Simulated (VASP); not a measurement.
Crystal: Li2O.

```
Li O
1.0
     0.00000    2.32685    2.32685
     2.32685    0.00000    2.32685
     2.32685    2.32685    0.00000
Li O
2 1
Direct
  0.75000 0.75000 0.75000
  0.25000 0.25000 0.25000
  0.00000 0.00000 0.00000
```

The cell comes from a database or a generator and needn't be the stable form of this composition.

| Item | Value |
| --- | --- |
| Program | VASP 6.6.1 |
| Task | relaxation of cell and atoms |
| Functional | r2SCAN |
| Potentials or basis | VASP PAW PBE potentials, release 64 (Li_sv, O) |
| Cutoff | 600 eV |
| k mesh | 8 × 8 × 8 |
| Occupations | gaussian, width 0.02 eV |
| Spin | no spin polarisation |

At the start: pressure -4.8 GPa; volume 8.40 Å³/atom.

Q: Where does the relaxation end?

A: Over 3 steps the energy falls by 6.4 meV/atom and the volume is 7.94 Å³/atom (-5.5 %); space group Fm-3m (No. 225, to 0.05 Å).

The path:
```tsv
step	energy change (eV)	largest force (eV/Å)	pressure (GPa)	volume (Å³)
1	0.0000	0.0000	-4.78	25.20
2	-0.0174	0.0000	-1.75	24.29
3	-0.0193	0.0000	0.13	23.81
```

Final structure:
```yaml
crystal:
  lattice:
    - [0.00000, 2.28337, 2.28337]
    - [2.28337, 0.00000, 2.28337]
    - [2.28337, 2.28337, 0.00000]
  atoms:
    - { symbol: Li, position: [0.75000, 0.75000, 0.75000] }
    - { symbol: Li, position: [0.25000, 0.25000, 0.25000] }
    - { symbol: O, position: [0.00000, 0.00000, 0.00000] }
```

Caveat: the cutoff is under 1.25 times the usual one of these potentials, so pressure, stress and relaxed cells hold a basis-set (Pulay) error; the PAW data sets were made with another functional, which shifts forces and pressure a little.
